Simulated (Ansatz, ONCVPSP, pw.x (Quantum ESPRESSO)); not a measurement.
**What a changed setting does to a pw.x run (bcc S)**

Potential: optimised norm-conserving Vanderbilt (ONCV), ONCVPSP 4.0.1.1 (patched build), PBE; core [Ne], reference 3s2 3p3.5; waves: 3s: rc 1.55 bohr, ncon 3, nbas 7, qcut 5 1/bohr, 2 projectors, debl 2.3 Ha; 3p: rc 2.24 bohr, ncon 5, nbas 8, qcut 3.8 1/bohr, 1 projector; d scattering state at 0.1 Ha: rc 1.55 bohr, ncon 4, nbas 8, qcut 6.9 1/bohr, 2 projectors, debl 2.7 Ha; local part: polynomial inside 1.40 bohr (lpopt 5, dvloc0 0 Ha); core correction: Teter function fitted to the true core (icmod 2), fcfact 0.7.

The reference run (k-mesh 15³, cutoffs 75/300 Ry, Fermi–Dirac 0.01 Ry, mixing_beta 0.4, conv_thr 1e-9, no spin) gives 0.64 GPa at 15.679 Å³/atom, where all-electron LAPW gives 0.88 GPa. This run, with its own iteration cap, changes smearing to mv.

```
&control
  calculation='scf', prefix='x', pseudo_dir='./', outdir='./tmp', tstress=.true., disk_io='none'
/
&system
  ibrav=0, nat=1, ntyp=1, ecutwfc=75, ecutrho=300, nbnd=10,
  occupations='smearing', smearing='mv', degauss=0.01
/
&electrons
  conv_thr=1e-09, mixing_beta=0.4, electron_maxstep=70
/
ATOMIC_SPECIES
S 1.0 S.UPF
CELL_PARAMETERS angstrom
  -1.57671351 1.57671351 1.57671351
  1.57671351 -1.57671351 1.57671351
  1.57671351 1.57671351 -1.57671351
ATOMIC_POSITIONS crystal
S 0.0000 0.0000 0.0000
K_POINTS automatic
15 15 15 0 0 0
```

```bash
pw.x < S.scf.in > S.scf.out
```

Task: How does the run end?

Result: It converges in 7 iterations; the free energy moves by +28.8 meV/atom and the pressure by -0.22 GPa. This scheme is built to cancel the term in the square of the width that Fermi–Dirac smearing leaves in the F of a metal.

```
Message from routine setup:
     using ibrav=0 with symmetry is DISCOURAGED, use correct ibrav instead
     lattice parameter (alat)  =       5.1607  a.u.
     unit-cell volume          =     105.8071 (a.u.)^3
     number of electrons       =         6.00
     number of Kohn-Sham states=           10
     kinetic-energy cutoff     =      75.0000  Ry
     charge density cutoff     =     300.0000  Ry
     scf convergence threshold =      1.0E-09
     Exchange-correlation= PBE
     number of k points=   120  Marzari-Vanderbilt smearing, width (Ry)=  0.0100
     iteration #  1     ecut=    75.00 Ry     beta= 0.40
     total energy              =     -25.01975536 Ry
     estimated scf accuracy    <       0.02484294 Ry
     iteration #  2     ecut=    75.00 Ry     beta= 0.40
     total energy              =     -25.01809699 Ry
     estimated scf accuracy    <       0.00523064 Ry
     iteration #  3     ecut=    75.00 Ry     beta= 0.40
     total energy              =     -25.01879684 Ry
     estimated scf accuracy    <       0.00002171 Ry
     iteration #  4     ecut=    75.00 Ry     beta= 0.40
     total energy              =     -25.01880859 Ry
     estimated scf accuracy    <       0.00000242 Ry
     iteration #  5     ecut=    75.00 Ry     beta= 0.40
     total energy              =     -25.01880894 Ry
     estimated scf accuracy    <       0.00000002 Ry
     iteration #  6     ecut=    75.00 Ry     beta= 0.40
     total energy              =     -25.01880895 Ry
     estimated scf accuracy    <          1.1E-09 Ry
     iteration #  7     ecut=    75.00 Ry     beta= 0.40
     the Fermi energy is     9.2875 ev
!    total energy              =     -25.01880895 Ry
     estimated scf accuracy    <          7.5E-13 Ry
     smearing contrib. (-TS)   =      -0.00007759 Ry
     The total energy is F=E-TS. E is the sum of the following terms:
     one-electron contribution =       5.33017312 Ry
     hartree contribution      =       0.95195243 Ry
     xc contribution           =      -9.31563949 Ry
     ewald contribution        =     -21.98521742 Ry
     convergence has been achieved in   7 iterations
          total   stress  (Ry/bohr**3)                   (kbar)     P=        4.23
     Message from routine punch:
     Nothing written, as per user request (disk_io='none')
```

The run took about 18 s on one core of a shared host (Neoverse-V1, 32 threads, 247 GiB, load 37).
